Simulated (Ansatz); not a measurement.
Computed with Ansatz, DFT PBE, scalar-relativistic, plane waves, PAW. All cells share a 420 eV cutoff and Γ-centred k meshes spaced at most about 0.3 Å⁻¹ (about 0.25 or finer for metals, 2π included). No spin polarisation.

All energies are static (0 K, no zero-point motion).

Two forms of TaSi₂ were relaxed alike.

A. Space group P6/mmm (No. 191), hexagonal, a = 4.408 Å, c = 2.649 Å. Ta is surrounded by 2 Ta at 2.65 Å and 12 Si at 2.87 Å; Si is surrounded by 5 Si at 2.54–2.65 Å and 6 Ta at 2.87 Å.

B. Space group I4_1/amd (No. 141), tetragonal, a = 3.323 Å, c = 17.745 Å. Ta is surrounded by 8 Si at 2.69 Å; Si is surrounded by 3 Si at 2.48–2.60 Å and 4 Ta at 2.69 Å.

Question: Which would you expect to be lower, and how large is the difference?

Answer: A is lower, by 177 meV/atom. A has space group P6/mmm (No. 191), 14.9 Å³/atom and no gap on its mesh; B has space group I4_1/amd (No. 141), 16.3 Å³/atom and no gap. Counting Si atoms around Ta (those within 1.25 times the shortest such distance or 1.15 times the sum of covalent radii), A has Ta 12 and B has Ta 8. A and B both hold Si–Si bonds in all directions. The denser one is the lower, and pressure would at first widen the difference. Both come from invented guesses. The lowest form computed isn't among them: it has space group P6_422 (No. 181), 14.7 Å³/atom, is reached from a cell as deposited in COD and lies 0.50 eV/atom below the best shown.

Spin–orbit coupling, which can matter for Ta, is left out. Cells relaxed within their symmetry can be saddle points. Some types were kept out of the candidates beforehand, so the set may lack a known form.
